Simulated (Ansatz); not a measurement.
Crystal: Mg.

```
CELL_PARAMETERS angstrom
3.20930 0.00000 0.00000
-1.60465 2.77934 0.00000
0.00000 0.00000 5.21030
ATOMIC_POSITIONS crystal
Mg 0.66667 0.33333 0.75000
Mg 0.33333 0.66667 0.25000
```

```yaml
Program: Ansatz 0.2.0
Task: relaxation of cell and atoms
Functional: revPBE
Potentials_or_basis: all-electron LAPW, scalar-relativistic
Basis_error_allowed: 0.001 eV/atom
k_mesh: 10 × 10 × 5
Occupations: fermi-dirac, width 0.05 eV
Spin: no spin polarisation
```

At the start: volume 23.24 Å³/atom.

**Question.** Where does the relaxation end?

**Answer.** Over 5 steps the energy falls by 2.9 meV/atom and the volume is 23.62 Å³/atom (+1.6 %); space group P6_3/mmc (No. 194, to 0.05 Å).

Step by step:
| step | energy change (eV) | largest force (eV/Å) | volume (Å³) |
| --- | --- | --- | --- |
| 1 | 0.0000 | 0.0000 | 46.47 |
| 2 | -0.0036 | 0.0000 | 47.01 |
| 3 | -0.0058 | 0.0000 | 47.27 |
| 4 | -0.0058 | 0.0000 | 47.24 |
| 5 | -0.0058 | 0.0000 | 47.24 |

Final structure:
```
Mg
1.0
     3.19509    0.00000    0.00000
    -1.59754    2.76703    0.00000
     0.00000    0.00000    5.34288
Mg
2
Cartesian
  1.5975 0.9223 4.0072
  0.0000 1.8447 1.3357
```
